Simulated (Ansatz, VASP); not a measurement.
# Two plane-wave programs on TePb

```
CELL_PARAMETERS angstrom
0.00000 3.23100 3.23100
3.23100 0.00000 3.23100
3.23100 3.23100 0.00000
ATOMIC_POSITIONS crystal
Pb 0.00000 0.00000 0.00000
Te 0.50000 0.50000 0.50000
```

Alike in both runs: task band structure; functional r2SCAN; k mesh 5 × 5 × 5; occupations fermi-dirac, width 0.05 eV; spin-orbit coupling, no magnetisation.

|  | VASP | Ansatz |
| --- | --- | --- |
| version | VASP 6.6.1 | Ansatz 0.2.0 |
| potentials or method | VASP PAW PBE potentials, release 64 (Pb_d, Te) | Ansatz PAW |
| plane-wave cutoff (eV) | 520 | 500 |
| valence electrons in the cell | 20 | 30 |

|  | VASP | Ansatz | Ansatz less VASP |
| --- | --- | --- | --- |
| gap on the k mesh at the Fermi level (eV) | 0.67 | 0.55 | -0.123 |
| least direct gap on the mesh (eV) | 0.67 | 0.55 | -0.123 |
| pressure (GPa) | 1.4 | 1.3 | -0.12 |

The two sets of potentials don't hold the same shells in valence.

Caveats: the PAW data sets were made with another functional, which shifts forces and pressure a little (VASP); the PAW data sets come from PBE, with cores solved anew for the run's functional, which leaves a small shift of forces and pressure (Ansatz).
